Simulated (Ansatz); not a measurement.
Runs of Ansatz 0.2.0 on ZnSe (Stilleite). Symmetry: F-43m, No. 216, cubic system. Conventional cell: a = 5.668 Å, b = 5.668 Å, c = 5.668 Å, α = 90.00°, β = 90.00°, γ = 90.00°. Se (site symmetry -43m) is surrounded by 4 Zn at 2.45 Å. Zn (site symmetry -43m) is surrounded by 4 Se at 2.45 Å. 

```csv
task,level,potentials or basis,cell,cutoff (eV),points for each segment of the path,gap on the mesh (eV),pressure (GPa),V0 of scaled cells (Å³/atom),relaxed volume (Å³/atom),B0 (GPa)
relaxation of cell and atoms,r2SCAN+rVV10,Ansatz PAW,relaxed,500,-,1.88,0.0,-,(a),-
band structure,SVWN5,Ansatz PAW,as given,420,14,1.03,-3.4,-,-,-
equation of state,m-r2SCAN,Ansatz PAW,as given,500,-,-,-,22.73,-,(b)
relaxation of cell and atoms,BLYP+D4,Ansatz PAW,relaxed,420,-,1.19,0.0,-,22.99,-
relaxation of cell and atoms,RPBE,Ansatz PAW,relaxed,420,-,1.17,0.0,-,24.49,-
equation of state,PBEsol+D3(BJ),Ansatz PAW,as given,420,-,-,-,21.66,-,71
band structure,LDA,JTH PAW LDA,as given,960,14,1.03,-3.4,-,-,-
relaxation of cell and atoms,revPBE+D3(BJ),Ansatz PAW,relaxed,420,-,1.50,0.0,-,22.27,-
```

Alike in all rows: no spin polarisation; k mesh 8 × 8 × 8; smearing fermi-dirac 0.05 eV.

Estimate the missing entries.

(a) 22.42; (b) 65.

Caveats: the PAW data sets come from PBE, with cores solved anew for the run's functional, which leaves a small shift of forces and pressure (some runs); the plane-wave basis is chosen anew once the cell has moved, so the energies of steps on either side of that aren't comparable (some runs); the PAW data sets were made with another functional, which shifts forces and pressure a little (some runs).

A k mesh can miss the band edges, and the runs leave out spin-orbit coupling on Se.

The runs don't all hold the same shells in valence.

Runs at the PBE level aren't shown here.
